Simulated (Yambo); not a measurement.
# GaAs (F-43m) in Yambo: a series of runs, part 2 of 3

Yambo 5.3.0. Earlier steps stand in the parts before.

**3. G0W0 quasiparticle levels, PBE, non-collinear spin, zero start, spin-orbit coupling**

Input file g0w06.in:

```
gw0
dyson
el_el_corr
rim_cut
HF_and_locXC
ppa
em1d
RandQpts= 1000000
RandGvec= 50 RL
EXXRLvcs= 84 Ry
VXCRLvcs= 84 Ry
Chimod= "HARTREE"
% BndsRnXp
 1 | 228 |
%
NGsBlkXp= 6 Ry
% LongDrXp
 1 | 1 | 1 |
%
PPAPntXp= 27.21138 eV
% GbndRnge
 1 | 228 |
%
GTermKind= "BG"
DysSolver= "n"
ExtendOut
% QPkrange
 1 | 8 | 25 | 32 |
%
```

Input file scf.in:

```
&CONTROL
  calculation = 'scf'
  prefix = 'pwscf'
  outdir = './tmp'
  pseudo_dir = './pseudo'
/
&SYSTEM
  ibrav = 0
  nat = 2
  ntyp = 2
  ecutwfc = 84
  nbnd = 42
  occupations = 'smearing'
  smearing = 'fd'
  degauss = 0.00367493
  noncolin = .true.
  lspinorb = .true.
  force_symmorphic = .true.
/
&ELECTRONS
  conv_thr = 4d-10
  electron_maxstep = 120
  mixing_beta = 0.5
/
ATOMIC_SPECIES
As    74.9216 As.upf
Ga    69.7230 Ga.upf
CELL_PARAMETERS angstrom
   0.0000000000    2.8268500000    2.8268500000
   2.8268500000    0.0000000000    2.8268500000
   2.8268500000    2.8268500000    0.0000000000
ATOMIC_POSITIONS crystal
As     0.7500000000    0.7500000000    0.7500000000
Ga     0.0000000000    0.0000000000    0.0000000000
K_POINTS automatic
8 8 8 0 0 0
```

Input file nscf.in:

```
&CONTROL
  calculation = 'nscf'
  prefix = 'pwscf'
  outdir = './tmp'
  pseudo_dir = './pseudo'
/
&SYSTEM
  ibrav = 0
  nat = 2
  ntyp = 2
  ecutwfc = 84
  nbnd = 228
  occupations = 'fixed'
  noncolin = .true.
  lspinorb = .true.
  force_symmorphic = .true.
/
&ELECTRONS
  conv_thr = 1d-08
  diago_full_acc = .true.
  diago_thr_init = 1d-06
/
ATOMIC_SPECIES
As    74.9216 As.upf
Ga    69.7230 Ga.upf
CELL_PARAMETERS angstrom
   0.0000000000    2.8268500000    2.8268500000
   2.8268500000    0.0000000000    2.8268500000
   2.8268500000    2.8268500000    0.0000000000
ATOMIC_POSITIONS crystal
As     0.7500000000    0.7500000000    0.7500000000
Ga     0.0000000000    0.0000000000    0.0000000000
K_POINTS automatic
4 4 4 0 0 0
```

Potentials or basis: PseudoDojo 0.4 FR PBE standard.

Launch:

```
OMP_NUM_THREADS=1 pw.x -in scf.in > scf.out
OMP_NUM_THREADS=1 pw.x -in nscf.in > nscf.out
cd tmp/pwscf.save; p2y; mv SAVE ../..; cd ../..
OMP_NUM_THREADS=1 yambo
mkdir -p g0w06; ln -s $PWD/g0w00/ndb.pp* g0w06/
mkdir -p g0w06; ln -s $PWD/g0w00/ndb.RIM g0w06/
OMP_NUM_THREADS=1 yambo -F g0w06.in -J g0w06 -C g0w06_out
```

Yambo's report:

```text
[... sections 02.01 to 02.04 as in the set-up run ...]

[... 5 lines left out ...]
  [X] Bosonic    Temperature                        :  0.000000  0.000000 [eV K]
  [X] Finite Temperature mode                       : no
  [X] El. density                                   :  0.61975E+24 [cm-3]
  [X] Fermi Level                                   :  8.914666 [eV]

  [X] === Gaps and Widths ===
  [X] Conduction Band Min                           :  0.408087 [eV]
  [X] Valence Band Max                              :  0.000000 [eV]
  [X] Filled Bands                                  :  28
  [X] Empty Bands                                   :   29  228
  [X] Direct Gap                                    :  0.408087 [eV]
  [X] Direct Gap localized at k                     :  1
  [X] Indirect Gap                                  :  0.408087 [eV]
  [X] Indirect Gap between kpts                     :  1  1
  [X] Last valence band width                       :  3.425387 [eV]
  [X] 1st conduction band width                     :  3.994388 [eV]

 [03] Transferred momenta grid and indexing
 ==========================================

 IBZ Q-points                                      :   8
 BZ  Q-points                                      :   64

 K/Q-points units:
 rlu = crystal or reduced units; cc = cartesian coordinates; iku = interal k-units

 Q [1]          [rlu]:  0.000000  0.000000  0.000000
 Q [2]          [rlu]: -0.91587E-18 -0.91587E-18  0.25000
 Q [3]          [rlu]:  0.18317E-17  0.18317E-17 -0.50000
 Q [4]          [rlu]: -0.26116E-17  0.25000      0.25000
 Q [5]          [rlu]:  0.71282E-16  0.25000      0.50000
 Q [6]          [rlu]:  0.18317E-17  0.25000     -0.25000
 Q [7]          [rlu]:  0.52231E-17 -0.50000     -0.50000
 Q [8]          [rlu]:  0.250000 -0.500000 -0.250000

[... 236 lines left out ...]
   B=26 Eo= -0.00 E= -0.93 E-Eo= -0.93 Re(Z)=0.80 Im(Z)=-0.130289E-2 nlXC= -15.6319 lXC= -13.2197 So=  1.25363
   B=27 Eo= -0.00 E= -0.92 E-Eo= -0.92 Re(Z)=0.80 Im(Z)=-0.130283E-2 nlXC= -15.6319 lXC= -13.2197 So=  1.25515
   B=28 Eo=  0.00 E= -0.93 E-Eo= -0.93 Re(Z)=0.80 Im(Z)=-0.130288E-2 nlXC= -15.6319 lXC= -13.2197 So=  1.25329
   B=29 Eo=  0.41 E=  0.30 E-Eo= -0.11 Re(Z)=0.80 Im(Z)=-0.129561E-2 nlXC= -10.3843 lXC= -14.0034 So= -3.75540
   B=30 Eo=  0.41 E=  0.30 E-Eo= -0.11 Re(Z)=0.80 Im(Z)=-0.129561E-2 nlXC= -10.3843 lXC= -14.0034 So= -3.75540
   B=31 Eo=  3.51 E=  3.29 E-Eo= -0.21 Re(Z)=0.80 Im(Z)=-0.135616E-2 nlXC= -7.04016 lXC= -10.8616 So= -4.09027
   B=32 Eo=  3.51 E=  3.29 E-Eo= -0.21 Re(Z)=0.80 Im(Z)=-0.135616E-2 nlXC= -7.04016 lXC= -10.8616 So= -4.09027
[... 61 lines left out ...]
  QP [eV] @ K [8] (iku): -0.500000  0.250000  0.000000
   B=25 Eo= -3.71 E= -4.64 E-Eo= -0.93 Re(Z)=0.78 Im(Z)=-0.206624E-2 nlXC= -14.7338 lXC= -11.3102 So=  2.23363
   B=26 Eo= -3.59 E= -4.51 E-Eo= -0.92 Re(Z)=0.78 Im(Z)=-0.172967E-2 nlXC= -14.5298 lXC= -11.2092 So=  2.14570
   B=27 Eo= -3.47 E= -4.42 E-Eo= -0.95 Re(Z)=0.78 Im(Z)=-0.151786E-2 nlXC= -14.2919 lXC= -11.0334 So=  2.04411
   B=28 Eo= -3.43 E= -4.38 E-Eo= -0.96 Re(Z)=0.78 Im(Z)=-0.122730E-2 nlXC= -14.2818 lXC= -11.0372 So=  2.02701
   B=29 Eo=  4.40 E=  4.28 E-Eo= -0.12 Re(Z)=0.79 Im(Z)=-0.137509E-2 nlXC= -8.22434 lXC= -12.5328 So= -4.46233
   B=30 Eo=  4.59 E=  4.41 E-Eo= -0.18 Re(Z)=0.79 Im(Z)=-0.947580E-3 nlXC= -8.33403 lXC= -12.6709 So= -4.56118
   B=31 Eo=  4.62 E=  4.90 E-Eo=  0.29 Re(Z)=0.80 Im(Z)=-0.235576E-2 nlXC= -6.21763 lXC= -10.8648 So= -4.28880
   B=32 Eo=  4.65 E=  4.87 E-Eo=  0.22 Re(Z)=0.80 Im(Z)=-0.198398E-2 nlXC= -6.47976 lXC= -11.0877 So= -4.33438

  [WR./g0w06//ndb.QP]-------------------------------------------------------------
   Lattice constants                                :  5.341972  5.341972  5.341972
   Coulomb cutoff potential                         : none
   Electronic Temperature                           :  0.000000 [K]
   Bosonic    Temperature                           :  0.000000 [K]
   Green`s function   energies                      : Perdew, Burke & Ernzerhof(X)+Perdew, Burke & Ernzerhof(C)
   wavefunctions                                    : Perdew, Burke & Ernzerhof(X)+Perdew, Burke & Ernzerhof(C)
   PPA    diel. fun.  energies                      : Perdew, Burke & Ernzerhof(X)+Perdew, Burke & Ernzerhof(C)
   wavefunctions                                    : Perdew, Burke & Ernzerhof(X)+Perdew, Burke & Ernzerhof(C)
   QP tot states                                    :   64
   GW solver                                        : Newton
   GW approximation                                 : PPA
   PPA imaginary Energy                             :  27.21138 ev
   RIM G`s                                          :   51
   RIM random pts                                   :  1000000
   dS/dw steps                                      :  2
   dS/dw step                                       :  0.100000 ev
   X G`s                                            :   89 used
   X G`s                                            :   89 disk
   X bands                                          :    1  228
   X poles                                          :  100.0000 o/o
   X e/h E range                                    : -1.000000 -1.000000 ev
   X Hxc Kernel                                     : HARTREE
   X BZ energy Double Grid                          : no
   X Optical Averaged directions                    : none
   Sc/G bands                                       :    1  228
   Sc/G damping                                     :  0.100000 ev
   Sc bands terminator                              : yes
   Sc terminator kind                               : BG
   Sc Terminator pole                               :  40.81708
   Sx RL components                                 :   3943

   QP @ state[ 1 ] K range                          :   1   8
   QP @ state[ 1 ] b range                          :   25   32
   GF energies kind                                 : Perdew, Burke & Ernzerhof(X)+Perdew, Burke & Ernzerhof(C)
   GF WF`s kind                                     : Perdew, Burke & Ernzerhof(X)+Perdew, Burke & Ernzerhof(C)
   Xs energies kind                                 : Perdew, Burke & Ernzerhof(X)+Perdew, Burke & Ernzerhof(C)
   Xs WF`s kind                                     : Perdew, Burke & Ernzerhof(X)+Perdew, Burke & Ernzerhof(C)
```

o-g0w06.qp:

```text
# GW solver                                       : Newton
# GW approximation                                : PPA
# PPA imaginary Energy                            :   27.2113800    [ev]
[... 93 lines left out ...]
         8                 31                 4.615091           4.902426           0.287335          -10.86484          -6.217633          -4.288804          -4.359868          -6.724406           0.801842          -0.002356          -16.00392           41.12817
         8                  32                4.648522           4.867410           0.218888          -11.08768          -6.479763          -4.334379          -4.389029          -6.787717           0.800351          -0.001984          -15.77669           41.72053
#
```

What came out:

| Item | Value |
| --- | --- |
| Band gap on the k mesh, mean-field level | 0.41 eV, direct |
| Quasiparticle gap | 1.22 eV |
| Least direct quasiparticle gap | 1.22 eV |
| Quasiparticle gap at Γ | 1.22 eV |
| Band gap of the same states before the correction | 0.41 eV |

Quasiparticle terms (eV):
| k point | band | Kohn-Sham level | Vxc | Σx | Σc | Z | result |
| --- | --- | --- | --- | --- | --- | --- | --- |
| (0.000, 0.000, 0.000) | 25 | 0.00 | -13.22 | -15.63 | 1.25 | 0.80 | -0.93 |
| (0.000, 0.000, 0.000) | 26 | 0.00 | -13.22 | -15.63 | 1.25 | 0.80 | -0.93 |
| (0.000, 0.000, 0.000) | 27 | 0.00 | -13.22 | -15.63 | 1.26 | 0.80 | -0.92 |
| (0.000, 0.000, 0.000) | 28 | 0.00 | -13.22 | -15.63 | 1.25 | 0.80 | -0.93 |
| (0.000, 0.000, 0.000) | 29 | 0.41 | -14.00 | -10.38 | -3.76 | 0.80 | 0.30 |
| (0.000, 0.000, 0.000) | 30 | 0.41 | -14.00 | -10.38 | -3.76 | 0.80 | 0.30 |
| (0.000, 0.000, 0.000) | 31 | 3.51 | -10.86 | -7.04 | -4.09 | 0.80 | 3.29 |
| (0.000, 0.000, 0.000) | 32 | 3.51 | -10.86 | -7.04 | -4.09 | 0.80 | 3.29 |
| (0.000, 0.000, 0.250) | 25 | -0.89 | -12.81 | -15.56 | 1.50 | 0.79 | -1.88 |
| (0.000, 0.000, 0.250) | 26 | -0.89 | -12.81 | -15.56 | 1.50 | 0.79 | -1.88 |
| (0.000, 0.000, 0.250) | 27 | -0.69 | -12.72 | -15.34 | 1.39 | 0.80 | -1.67 |
| (0.000, 0.000, 0.250) | 28 | -0.68 | -12.72 | -15.35 | 1.39 | 0.80 | -1.66 |
| (0.000, 0.000, 0.250) | 29 | 1.34 | -12.28 | -8.59 | -3.81 | 0.80 | 1.25 |
| (0.000, 0.000, 0.250) | 30 | 1.34 | -12.28 | -8.59 | -3.81 | 0.80 | 1.25 |
| (0.000, 0.000, 0.250) | 31 | 4.44 | -11.07 | -6.89 | -4.33 | 0.80 | 4.31 |
| (0.000, 0.000, 0.250) | 32 | 4.44 | -11.07 | -6.89 | -4.33 | 0.80 | 4.31 |
| (0.000, 0.000, -0.500) | 25 | -1.36 | -12.59 | -15.61 | 1.69 | 0.79 | -2.41 |
| (0.000, 0.000, -0.500) | 26 | -1.36 | -12.59 | -15.61 | 1.69 | 0.79 | -2.41 |
| (0.000, 0.000, -0.500) | 27 | -1.15 | -12.50 | -15.41 | 1.58 | 0.79 | -2.20 |
| (0.000, 0.000, -0.500) | 28 | -1.15 | -12.50 | -15.41 | 1.58 | 0.79 | -2.20 |

Caveat: the k mesh is coarse (spacing up to 0.48 Å⁻¹), so the values aren't converged; the potentials hold a filled d shell without the s and p states of that shell, which can shift GW gaps by tenths of an eV, either way; the optical matrix elements of this version leave out the spin-flip part of the nonlocal potential, a small error; this version prints the column dSc/dw multiplied by 27.2; the terminator is approximate in this version, by hundredths of an eV. A k mesh can miss the band edges.

**4. Optical spectrum, PBE, non-collinear spin, zero start, spin-orbit coupling**

Input file optics7.in:

```
optics
chi
Chimod= "IP"
% BndsRnXd
 1 | 108 |
%
% LongDrXd
 1 | 1 | 0 |
%
% QpntsRXd
 1 | 1 |
%
% EnRngeXd
 0 | 15 | eV
%
% DmRngeXd
 0.1 | 0.1 | eV
%
ETStpsXd= 300
```

scf.in is that of step 3.

nscf.in is that of step 3.

Potentials or basis: PseudoDojo 0.4 FR PBE standard.

Launch:

```
OMP_NUM_THREADS=1 pw.x -in scf.in > scf.out
OMP_NUM_THREADS=1 pw.x -in nscf.in > nscf.out
cd tmp/pwscf.save; p2y; mv SAVE ../..; cd ../..
OMP_NUM_THREADS=1 yambo
OMP_NUM_THREADS=1 yambo -F optics7.in -J optics7 -C optics7_out
```

Yambo's report:

```text
[... sections 02.01 to 02.04 as in the set-up run ...]

[... 5 lines left out ...]
  [X] Bosonic    Temperature                        :  0.000000  0.000000 [eV K]
  [X] Finite Temperature mode                       : no
  [X] El. density                                   :  0.61975E+24 [cm-3]
  [X] Fermi Level                                   :  8.914666 [eV]

  [X] === Gaps and Widths ===
  [X] Conduction Band Min                           :  0.408087 [eV]
  [X] Valence Band Max                              :  0.000000 [eV]
  [X] Filled Bands                                  :  28
  [X] Empty Bands                                   :   29  228
  [X] Direct Gap                                    :  0.408087 [eV]
  [X] Direct Gap localized at k                     :  1
  [X] Indirect Gap                                  :  0.408087 [eV]
  [X] Indirect Gap between kpts                     :  1  1
  [X] Last valence band width                       :  3.425387 [eV]
  [X] 1st conduction band width                     :  3.994388 [eV]

 [03] Transferred momenta grid and indexing
 ==========================================

 IBZ Q-points                                      :   8
 BZ  Q-points                                      :   64

 K/Q-points units:
 rlu = crystal or reduced units; cc = cartesian coordinates; iku = interal k-units

 Q [1]          [rlu]:  0.000000  0.000000  0.000000
 Q [2]          [rlu]: -0.91587E-18 -0.91587E-18  0.25000
 Q [3]          [rlu]:  0.18317E-17  0.18317E-17 -0.50000
 Q [4]          [rlu]: -0.26116E-17  0.25000      0.25000
 Q [5]          [rlu]:  0.71282E-16  0.25000      0.50000
 Q [6]          [rlu]:  0.18317E-17  0.25000     -0.25000
 Q [7]          [rlu]:  0.52231E-17 -0.50000     -0.50000
 Q [8]          [rlu]:  0.250000 -0.500000 -0.250000

 [WARNING] [Xd] User bands 1-108 break level degeneracy

 [04] Dipoles
 ============

  [04.01] Setup: observables and procedures
  =========================================

  [WARNING] [x,Vnl] slows the Dipoles computation. To neglect it rename the ns.kb_pp file
  [WF-Oscillators/G space/Transverse up loader] Normalization (few states)  min/max  :  0.24533E-17   1.0000

  [WR./optics7//ndb.dipoles]------------------------------------------------------
   Brillouin Zone Q/K grids (IBZ/BZ)                :    8   64    8   64
   RL vectors                                       :   4909 [WF]
   Fragmentation                                    : yes
   Electronic Temperature                           :  0.000000 [K]
   Bosonic    Temperature                           :  0.000000 [K]
   DIP band range                                   :    1  108
   DIP band range limits                            :  28  29
   DIP e/h energy range                             : -1.000000 -1.000000 [eV]
   RL vectors in the sum                            :   4909
   [r,Vnl] included                                 : yes
   Bands ordered                                    : yes
   Direct v evaluation                              : no
   Approach used                                    : G-space v
   Dipoles computed                                 : R V P [G-space]
   Wavefunctions                                    : Perdew, Burke & Ernzerhof(X)+Perdew, Burke & Ernzerhof(C)

  [WARNING] [r,Vnl^pseudo] included in position and velocity dipoles.

  [WARNING] In case H contains other non local terms, these are neglected

 [05] Optics
 ===========

 [X-CG] R(p) Tot o/o(of R):    7744  143360     100
```

Wall time 5.2 min (1 thread of Arm Neoverse V2, shared host); peak memory 0.28 GiB.

Results:

```
Band gap on the k mesh, mean-field level       : 0.41 eV, direct
Electronic dielectric constant along the field : 189.03
```

Dielectric function (along the field direction of the input):
| energy (eV) | real part | imaginary part |
| --- | --- | --- |
| 0.40 | 104.45 | 336.17 |
| 0.90 | -28.72 | 29.74 |
| 1.40 | 17.91 | 8.92 |
| 1.91 | 66.88 | 41.32 |
| 2.41 | -39.35 | 26.16 |
| 2.91 | -1.46 | 5.03 |
| 3.41 | 20.32 | 9.49 |
| 3.91 | 22.32 | 42.79 |
| 4.41 | -40.47 | 25.27 |
| 4.92 | -8.65 | 10.96 |
| 5.42 | -8.40 | 13.57 |
| 5.92 | -11.60 | 7.34 |
| 6.42 | -7.79 | 1.40 |
| 6.92 | -6.32 | 3.69 |
| 7.42 | -3.73 | 1.31 |
| 7.93 | -1.96 | 4.36 |
| 8.43 | -3.65 | 2.78 |
| 8.93 | -1.05 | 3.84 |
| 9.43 | -2.04 | 3.60 |
| 9.93 | -4.11 | 1.92 |
| 10.43 | -3.60 | 0.86 |
| 10.94 | -2.29 | 0.71 |
| 11.44 | -1.92 | 0.60 |
| 11.94 | -1.52 | 0.41 |
| 12.44 | -0.92 | 0.39 |
| 12.94 | -1.09 | 1.13 |
| 13.44 | -1.00 | 0.38 |
| 13.95 | -0.56 | 0.53 |
| 14.45 | -0.87 | 0.25 |
| 15.00 | -0.47 | 0.16 |

Caveat: the k mesh is coarse (spacing up to 0.48 Å⁻¹), so the values aren't converged; the optical matrix elements of this version leave out the spin-flip part of the nonlocal potential, a small error; spectra need much finer meshes, so this one isn't converged; independent-particle spectra lack excitons.

(Continued in part 3 of 3.)
